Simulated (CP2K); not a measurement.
The system is GaAs.

```
As Ga
1.0
     3.99777    0.00000    0.00000
     1.99888    3.46217    0.00000
     1.99888    1.15406    3.26417
As Ga
1 1
Direct
  0.75000 0.75000 0.75000
  0.00000 0.00000 0.00000
```

Base run:

* Program: CP2K 2026.2
* Functional: PBE
* Potentials or basis: POTENTIAL_UZH As GTH-PBE-q5, Ga GTH-PBE-q13; ccGRB-D basis
* Density cutoff: 6123 eV
* k mesh: 8 × 8 × 8
* Occupations: fermi-dirac, width 0.05 eV
* Spin: no spin polarisation

Its results: band gap on the k mesh 0.60 eV, direct; pressure 5.8 GPa.

Problem. The run is repeated on the same cell with these changes: potentials or basis from POTENTIAL_UZH As GTH-PBE-q5, Ga GTH-PBE-q13; ccGRB-D basis to POTENTIAL_UZH As GTH-PBE-q5, Ga GTH-PBE-q13; DZVP-MOLOPT-PBE-GTH basis; basis sets from As ccGRB-D-q5, Ga ccGRB-D-q13 to As DZVP-MOLOPT-PBE-GTH-q5, Ga DZVP-MOLOPT-PBE-GTH-q13. What comes out?

Solution. Band gap on the k mesh 0.48 eV, direct; pressure 4.1 GPa.

Caveats: the basis of atomic orbitals isn't converged, which shifts pressures, moduli and gaps; the real-space grid breaks the cell's symmetry a little (some runs).

A k mesh can miss the band edges.
